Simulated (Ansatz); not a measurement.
# Ti3O4 (I4/mmm) in Ansatz: further runs

Runs on Ti3O4. Level: PBEsol+U. Tasks: band structure.

Everything below comes from runs of Ansatz 0.2.0. Logs are shortened: lines on timing, memory, paths and dates and some standing lists are left out, and cuts for length are marked.

## 1. The structure

Symmetry: I4/mmm, No. 139, tetragonal system. The conventional cell has a = 4.132 Å, b = 4.132 Å, c = 8.178 Å, α = 90.00°, β = 90.00°, γ = 90.00°. Ti (site symmetry -4m2) has 6 O at 2.04 to 2.07 Å as nearest neighbours. Ti (site symmetry 4/mmm) is surrounded by 6 O at 2.07 to 2.09 Å. O (site symmetry 4mm) has 5 Ti at 2.07 to 2.09 Å as nearest neighbours. O (site symmetry mmm) has 4 Ti at 2.04 to 2.07 Å as nearest neighbours.

The cell comes from a database or a generator and needn't be the stable form of this composition.

## 2. Band structure, PBEsol+U

input.yaml

```yaml
crystal:
  lattice:
    - [-2.06590889, 2.06590889, 4.08913398]
    - [2.06590889, -2.06590889, 4.08913398]
    - [2.06590889, 2.06590889, -4.08913398]
  atoms:
    - { symbol: Ti, position: [0.75, 0.25, 0.5] }
    - { symbol: Ti, position: [0.5, 0.5, 0.0] }
    - { symbol: Ti, position: [0.25, 0.75, 0.5] }
    - { symbol: O, position: [0.75588486, 0.75588486, 0.0] }
    - { symbol: O, position: [0.5, 0.0, 0.5] }
    - { symbol: O, position: [0.24411514, 0.24411514, 0.0] }
    - { symbol: O, position: [0.0, 0.5, 0.5] }
hamiltonian:
  xc: pbesol
  pseudopotentials: { kind: paw }
  hubbard: { sites: [{ species: Ti, l: d, u_eff: 6.0 }] }
kpoints:
  mp_grid: { grid: [9, 9, 9] }
  band_path:
    path:
      - [[0.0, 0.0, 0.0], [0.0, 0.0, 0.5], [-0.1276232067, 0.1276232067, 0.5], [-0.3138116033, 0.3138116033, 0.3138116033], [0.0, 0.0, 0.0], [0.5, 0.5, -0.5], [0.3138116033, 0.6861883967, -0.3138116033], [0.0, 0.5, 0.0], [0.25, 0.25, 0.25], [0.5, 0.5, -0.1276232067], [0.5, 0.5, -0.5]]
      - [[0.0, 0.0, 0.5], [0.25, 0.25, 0.25]]
    npoints: 10
scf:
  occupations: { method: fermi_dirac, width: 0.05 }
  n_extra_bands: 17
output:
  forces: true
  stress: true
  eigenvalues: true
  fatbands: false
  write_density: true
  write_potential: true
  elf: true
  volumetric_format: npy
```

Potentials or basis: Ansatz PAW.

Launch:

```sh
$ ansatz run input.yaml --threads 4 --pin off --max-ram 11264MiB --backend cpu --events-out ev --progress --plain --runs-dir out
```

The program printed:

```text
Warning: RAYON_NUM_THREADS=4 ignored (pool sized by the plan → 4); use --threads N
Ti: projections on atomic orbitals take those of the free atom [Ne] 3s2 3p6 3d2 4s2, of charge +0.00 (hamiltonian.pseudopotentials.projection_atoms); the dataset's partial waves leave at most 4.1e-7 of an orbital's norm unspanned inside its sphere
O: projections on atomic orbitals take those of the free atom [He] 2s2 2p4, of charge +0.00 (hamiltonian.pseudopotentials.projection_atoms); the dataset's partial waves leave at most 1.9e-8 of an orbital's norm unspanned inside its sphere
scf.n_extra_bands = 17 over 30 filled bands (N_el = 60.0): the run solves 47 bands
Engine: ansatz 0.2.0, aarch64-unknown-linux-gnu
Pseudopotentials: kind: paw
Pseudopotential: Ti, paw, valence charge 12, recommended cutoff 420 eV (normal), Ti.paw.azcp
Pseudopotential: O, paw, valence charge 6, recommended cutoff 420 eV (normal), O.paw.azcp
Functional definition: PBEsol
  exchange = pbesol_x
  correlation = pbesol_c
Crystal: 7 atoms, lattice volume = 69.809 Å³
Basis set: ecut = 420 eV, 1361 PW (Γ), exchange–correlation on 72×72×72 points (8 copies of the dense FFT grid, shifted against one another)
Bands: 47, of which v1, the nominal top of the filled ones, is band 30 counted from 1 (29 counted from 0)
Symmetry: 16 space group operations
Space group: I4/mmm (ITA 139), of the structure as read, at distance tolerance 4.1e-5 Å
k-points: 75 of 729
Non-local potential: Ti, projectors of the file, l = 0: 3, l = 1: 2, l = 2: 3, l = 3: 1
Non-local potential: O, projectors of the file, l = 0: 2, l = 1: 2, l = 2: 1
PAW form: soft (Blöchl's): semilocal exchange-correlation on the pseudo side does not see the compensation charge
PAW frozen core: Ti, regenerated for the run's functional, and the local potential with it (the file was generated under x = pbe(κ = 0.804, μ = 0.2195149727645171), c = pbe(β = 0.06672455060314922))
PAW frozen core: O, regenerated for the run's functional, and the local potential with it (the file was generated under x = pbe(κ = 0.804, μ = 0.2195149727645171), c = pbe(β = 0.06672455060314922))
PAW one-centre angular grid: Ti, 590 points (default); XC on 64 Gauss nodes
PAW one-centre angular grid: O, 110 points (default); XC on 64 Gauss nodes
Initial density: superposition of atomic densities (chi_scale 0.1, normalization cell, long waves of neutral atoms under a Hubbard term (reshape's long-wave potential 0.01 eV rms, cloud 2.26 Å wide))
Initial wavefunctions: pseudopotential atomic-orbital guess
Functional: x = pbesol(κ = 0.804, μ = 0.12345679012345678), c = pbesol(β = 0.046)
iter 1 solved again at ethr=2.33e-3 eV; its pass at ethr=3.10e-3 eV (dr2=1.40e0 eV) is discarded
SCF iter   1: F=—  HF=-9657.671737 eV  |F-HF|=—  |Δ(HF+E_count)|=         —  Δρ=4.98e-2  dr2=1.39e0  ethr=2.33e-3  ⟨swp⟩=2.5  Hψ=17980  notcnv=0
preconditioner: auto → Kerker (q_TF=auto, 2.660 Å⁻¹)  [metal: Δε(μ)=0.017 eV  Ē_g=12.446 eV  σ=0.050 eV  W_gap=0.09  n_scr=22 (ndim 8)  ℏωp=26.7 eV  f_vac=0.000  D(μ)=2.38/eV (n_scr^D=14)]
SCF iter   2: F=—  HF=-9658.263787 eV  |F-HF|=—  |Δ(HF+E_count)|=   5.92e-1  Δρ=3.03e-2  dr2=6.07e-1  ethr=2.32e-3  ⟨swp⟩=2.0  Hψ=4713  notcnv=0  defer=1
SCF iter   3: F=—  HF=-9658.532509 eV  |F-HF|=—  |Δ(HF+E_count)|=   2.69e-1  Δρ=2.11e-2  dr2=4.69e-1  ethr=1.01e-3  ⟨swp⟩=3.1  Hψ=6467  notcnv=0  defer=324
SCF iter   4: F=—  HF=-9658.497730 eV  |F-HF|=—  |Δ(HF+E_count)|=   3.48e-2  Δρ=8.33e-3  dr2=8.20e-2  ethr=7.82e-4  ⟨swp⟩=2.4  Hψ=4454  notcnv=0  defer=431
SCF iter   5: F=—  HF=-9658.510734 eV  |F-HF|=—  |Δ(HF+E_count)|=   1.30e-2  Δρ=5.87e-3  dr2=3.32e-2  ethr=1.37e-4  ⟨swp⟩=2.9  Hψ=6431  notcnv=0  defer=526
SCF iter   6: F=—  HF=-9658.507428 eV  |F-HF|=—  |Δ(HF+E_count)|=   3.31e-3  Δρ=1.98e-3  dr2=3.10e-3  ethr=5.53e-5  ⟨swp⟩=2.1  Hψ=5082  notcnv=0  defer=553
SCF iter   7: F=—  HF=-9658.507490 eV  |F-HF|=—  |Δ(HF+E_count)|=   6.23e-5  Δρ=1.34e-3  dr2=1.33e-3  ethr=5.17e-6  ⟨swp⟩=2.0  Hψ=4140  notcnv=0  defer=551
SCF iter   8: F=—  HF=-9658.507713 eV  |F-HF|=—  |Δ(HF+E_count)|=   2.23e-4  Δρ=4.97e-4  dr2=1.96e-4  ethr=2.21e-6  ⟨swp⟩=2.1  Hψ=3958  notcnv=0  defer=551
SCF iter   9: F=—  HF=-9658.507780 eV  |F-HF|=—  |Δ(HF+E_count)|=   6.66e-5  Δρ=2.59e-4  dr2=6.53e-5  ethr=3.26e-7  ⟨swp⟩=2.0  Hψ=4842  notcnv=0  defer=551
SCF iter  10: F=—  HF=-9658.507784 eV  |F-HF|=—  |Δ(HF+E_count)|=   4.44e-6  Δρ=1.26e-4  dr2=1.03e-5  ethr=1.09e-7  ⟨swp⟩=2.2  Hψ=4125  notcnv=0  defer=551
SCF iter  11: F=—  HF=-9658.507786 eV  |F-HF|=—  |Δ(HF+E_count)|=   1.71e-6  Δρ=9.36e-5  dr2=7.42e-6  ethr=1.72e-8  ⟨swp⟩=2.0  Hψ=5031  notcnv=0  defer=551
SCF iter  12: F=—  HF=-9658.507786 eV  |F-HF|=—  |Δ(HF+E_count)|=   3.07e-7  Δρ=6.03e-5  dr2=3.60e-6  ethr=1.24e-8  ⟨swp⟩=1.0  Hψ=2971  notcnv=0  defer=551
SCF iter  13: F=—  HF=-9658.507785 eV  |F-HF|=—  |Δ(HF+E_count)|=   3.10e-7  Δρ=1.25e-5  dr2=1.02e-7  ethr=6.00e-9  ⟨swp⟩=1.7  Hψ=3153  notcnv=0  defer=551
SCF iter  14: F=-9658.507785 eV  HF=-9658.507785 eV  |F-HF|=1.07e-8  |Δ(HF+E_count)|=   4.74e-9  Δρ=5.13e-6  dr2=2.68e-8  ethr=1.67e-10  ⟨swp⟩=14.3  Hψ=21670  notcnv=0
SCF 1 converged in 14 iterations: F = -9658.507785 eV  dr2 = 2.68e-8
NSCF: frozen V_eff on 112 k-points
SCF converged after 14 iterations
Free energy (F): -9658.507785 eV
Harris-Foulkes:  -9658.507785 eV  (|F-HF|=1.07e-8)
Internal energy: -9658.489818 eV  (E = F + TS)
E sigma→0 (E₀):  -9658.498801 eV
Entropy (-TS):   -0.017968 eV (-2.567 meV/atom)
Fermi energy:    15.019780 eV
--- Per-component energies (eV) ---
  E_band       = -401.846773
  E_kinetic    = 1526.185952
  E_local      = -3508.268354  (includes V_loc(G=0)·N_el)
  E_nonlocal   = 215.178281
  E_hartree    = 1375.725837
  E_xc         = -586.966164
  E_vxc        = -745.977003  (∫ρ·V_xc dr)
  E_hubbard    = 15.793644  (on-site DFT+U / exact-exchange correction)
  E_vhub       = 8.895912  (the Hubbard potential's part of the band-sum identity)
  E_paw        = -3674.395666  (= ΣΔE_a)
  E_vpaw       = -649.322126  (= ΣTr[D̂ρ^β])
  E_aug_tail   = 0.010195  (compensation charges beyond the density's cutoff)
  E_ewald      = -5022.312848
  E_core_change = 0.559305  (= ΣΔE_core)
  E_smearing   = -0.017968  (= −TS)
  E_closure    = -0.000000  (closes the sum)
  Σ components = -9658.507785   (vs F -9658.507785, Δ=0.00e0)
--- Forces (eV/Å), atoms counted from 1 ---
  atom   1  Ti     0.00000000     0.00000000     0.00000000
  atom   2  Ti     0.00000000     0.00000000     0.00000000
  atom   3  Ti    -0.00000000    -0.00000000    -0.00000000
  atom   4  O     -0.00000000    -0.00000000    -0.00585263
  atom   5  O      0.00000000     0.00000000     0.00000000
  atom   6  O      0.00000000     0.00000000     0.00585263
  atom   7  O      0.00000000    -0.00000000     0.00000000
  max |Σ_I F_I| component: 8.67e-19 eV/Å
--- Stress (GPa, compression-positive) ---
        4.157791       0.000000       0.000000
        0.000000       4.157791      -0.000000
        0.000000      -0.000000       4.571587
  P = ⅓ Tr σ = 4.2957 GPa (42.957 kbar)
--- Band table (eV; the first three rows and the last of 75) ---
  k-point 0: bands = ["-44.0902", "-43.9968", "-43.4898", "-20.7385", "-20.6414", "-20.4966", "-20.4966", "-20.2143", "-20.2143", "-19.9781", "-19.9781", "-19.6475", "-6.4288", "-5.3375", "-4.8704", "-4.2021", "7.8926", "8.0539", "8.0539", "8.3494", "8.8374", "8.8374", "8.9419", "9.6239", "9.6239", "10.8747", "11.2381", "11.2381", "11.9162", "14.6491", "14.6491", "16.1020", "16.1020", "16.5812", "16.8087", "16.8144", "16.9401", "17.1015", "17.1015", "17.8529", "17.8655", "17.9984", "18.9742", "19.0215", "24.5475", "25.6351", "25.7359"]
  k-point 1: bands = ["-44.0851", "-44.0018", "-43.4899", "-20.7293", "-20.6591", "-20.5199", "-20.4512", "-20.2567", "-20.2011", "-19.9974", "-19.9749", "-19.6433", "-6.3058", "-5.2939", "-4.8204", "-4.1980", "7.6283", "7.9090", "8.0748", "8.2295", "8.4652", "8.8606", "9.0160", "9.3381", "9.4230", "10.7354", "10.8482", "11.1324", "12.4690", "14.7346", "14.7688", "16.1801", "16.1889", "16.4828", "17.0164", "17.0601", "17.0852", "17.1164", "17.2602", "18.1758", "18.2045", "18.2502", "19.1489", "19.1859", "24.8051", "24.8080", "25.9176"]
  k-point 2: bands = ["-44.0712", "-44.0141", "-43.4899", "-20.7073", "-20.7021", "-20.5774", "-20.3776", "-20.3356", "-20.1688", "-20.0308", "-19.9686", "-19.6347", "-5.9774", "-5.1891", "-4.6991", "-4.1904", "6.9121", "7.5580", "7.9203", "7.9333", "8.1904", "8.4296", "8.8109", "8.9731", "9.2254", "10.2794", "10.3600", "11.0810", "13.5582", "14.9969", "15.0992", "16.2463", "16.4513", "16.4526", "16.9613", "17.0156", "17.3489", "17.4977", "18.2871", "18.7300", "18.9588", "18.9767", "19.5729", "19.8246", "23.4592", "24.4093", "25.4196"]
  k-point 74: bands = ["-44.0763", "-43.9915", "-43.4931", "-20.7336", "-20.6091", "-20.5341", "-20.5339", "-20.1896", "-20.1740", "-19.9868", "-19.9845", "-19.7059", "-5.8989", "-5.4856", "-4.7957", "-4.5538", "7.6181", "7.6359", "7.7491", "8.1683", "9.3342", "9.4061", "9.7090", "9.7224", "9.9153", "10.0312", "10.7807", "10.8505", "12.3607", "13.1072", "13.3066", "16.5216", "16.7104", "17.0789", "17.1101", "17.1540", "17.2950", "17.3270", "17.3565", "17.8784", "17.8971", "18.0441", "18.6464", "21.6851", "22.2994", "24.2660", "25.2665"]
Occupation matrices written to <dir>
```

It took 11 s on 4 threads of Arm Neoverse V2, shared host; peak memory 0.72 GiB.

What came out:

```
Free energy            : -9658.5078 eV
Pressure               : 4.3 GPa
Largest force          : 0.006 eV/Å
Band gap on the k mesh : none (metal or under the smearing width)
```

Forces in eV/Å, atoms in the order of the input:
```
Ti   0.000  0.000  0.000
Ti   0.000  0.000  0.000
Ti   0.000  0.000  0.000
O    0.000  0.000 -0.006
O    0.000  0.000  0.000
O    0.000  0.000  0.006
O    0.000  0.000  0.000
```

Levels at the corners of the path, in eV from the Fermi level:
```tsv
point	band 26	band 27	band 28	band 29	band 30	band 31	band 32	band 33	band 34	band 35
Γ	-4.15	-3.78	-3.78	-3.10	-0.37	-0.37	1.08	1.08	1.56	1.79
X	-5.74	-4.95	-3.38	0.76	0.81	1.00	1.08	1.36	1.49	2.03
Y	-5.64	-4.90	-3.57	0.14	0.24	0.30	0.87	1.85	1.92	1.97
S	-4.95	-4.60	-4.19	-1.49	-0.85	-0.02	0.77	1.76	2.01	2.17
Γ	-4.15	-3.78	-3.78	-3.10	-0.37	-0.37	1.08	1.08	1.56	1.79
Z	-4.95	-4.16	-4.16	-2.94	-1.96	-1.96	1.56	1.57	2.00	2.09
S1	-4.95	-4.60	-4.19	-1.49	-0.85	-0.02	0.77	1.76	2.01	2.17
N	-5.27	-4.84	-3.96	-0.83	0.03	0.06	0.83	0.98	1.60	1.94
P	-6.21	-4.68	-3.40	0.78	0.78	0.98	0.98	1.48	1.74	1.86
Y1	-5.64	-4.90	-3.57	0.14	0.24	0.30	0.87	1.85	1.92	1.97
Z	-4.95	-4.16	-4.16	-2.94	-1.96	-1.96	1.56	1.57	2.00	2.09
X	-5.74	-4.95	-3.38	0.76	0.81	1.00	1.08	1.36	1.49	2.03
P	-6.21	-4.68	-3.40	0.78	0.78	0.98	0.98	1.48	1.74	1.86
```

Eigenvalues of the final occupation matrices:
```csv
site,spin,trace,eigenvalues
site 1,1,1.25,0.17 0.20 0.21 0.21 0.46
site 2,1,1.28,0.10 0.18 0.19 0.41 0.41
site 3,1,1.25,0.17 0.20 0.21 0.21 0.46
```

Caveat: the pressure holds a Pulay correction of +0.7 GPa for the finite cutoff; U without spin polarisation on a metal has little footing; the PAW data sets come from PBE, with cores solved anew for the run's functional, which leaves a small shift of forces and pressure.

## 3. Band structure, PBEsol+U

Changes to input.yaml since step 2:

```diff
@@ -16,3 +16,3 @@
   pseudopotentials: { kind: paw }
-  hubbard: { sites: [{ species: Ti, l: d, u_eff: 6.0 }] }
+  hubbard: { sites: [{ species: Ti, l: d, u_eff: 8.0 }] }
 kpoints:
```

Potentials or basis: Ansatz PAW.

Launch:

```sh
$ ansatz run input.yaml --threads 4 --pin off --max-ram 11264MiB --backend cpu --events-out ev --progress --plain --runs-dir out
```

It took 11 s on 4 threads of Arm Neoverse V2, shared host; peak memory 0.72 GiB.

The run converged. Its results:

* Free energy: -9653.4470 eV
* Pressure: 13.3 GPa
* Largest force: 0.511 eV/Å
* Band gap on the k mesh: none (metal or under the smearing width)

Forces on the atoms (eV/Å):
```
Ti   0.000  0.000  0.000
Ti   0.000  0.000  0.000
Ti   0.000  0.000  0.000
O    0.000  0.000 -0.511
O    0.000  0.000  0.000
O    0.000  0.000  0.511
O    0.000  0.000  0.000
```

Stress tensor (GPa, compression positive):
```
13.14  0.00  0.00
 0.00 13.14  0.00
 0.00  0.00 13.61
```

Levels at the corners of the path, in eV from the Fermi level:
```tsv
point	band 26	band 27	band 28	band 29	band 30	band 31	band 32	band 33	band 34	band 35
Γ	-3.92	-3.80	-3.58	-3.58	-0.06	-0.06	0.85	2.19	2.19	2.42
X	-5.60	-4.64	-3.16	0.25	0.27	1.05	1.11	2.45	2.75	2.98
Y	-5.50	-4.59	-3.34	-0.39	0.34	0.60	0.62	2.66	2.86	2.89
S	-4.73	-4.33	-3.96	-1.39	-0.91	0.20	0.40	2.81	2.87	2.93
Γ	-3.92	-3.80	-3.58	-3.58	-0.06	-0.06	0.85	2.19	2.19	2.42
Z	-4.86	-3.90	-3.90	-3.69	-1.33	-1.33	0.84	2.24	2.82	2.97
S1	-4.73	-4.33	-3.96	-1.39	-0.91	0.20	0.40	2.81	2.87	2.93
N	-5.07	-4.52	-3.74	-0.52	-0.47	-0.43	0.96	2.18	2.70	2.99
P	-5.85	-4.36	-3.17	0.26	0.26	1.03	1.03	2.45	2.83	3.07
Y1	-5.50	-4.59	-3.34	-0.39	0.34	0.60	0.62	2.66	2.86	2.89
Z	-4.86	-3.90	-3.90	-3.69	-1.33	-1.33	0.84	2.24	2.82	2.97
X	-5.60	-4.64	-3.16	0.25	0.27	1.05	1.11	2.45	2.75	2.98
P	-5.85	-4.36	-3.17	0.26	0.26	1.03	1.03	2.45	2.83	3.07
```

Eigenvalues of the final occupation matrices:
```csv
site,spin,trace,eigenvalues
site 1,1,1.22,0.13 0.13 0.16 0.18 0.61
site 2,1,1.23,0.09 0.17 0.18 0.40 0.40
site 3,1,1.22,0.13 0.13 0.16 0.18 0.61
```

Caveat: the pressure holds a Pulay correction of +0.7 GPa for the finite cutoff; U without spin polarisation on a metal has little footing; the PAW data sets come from PBE, with cores solved anew for the run's functional, which leaves a small shift of forces and pressure.
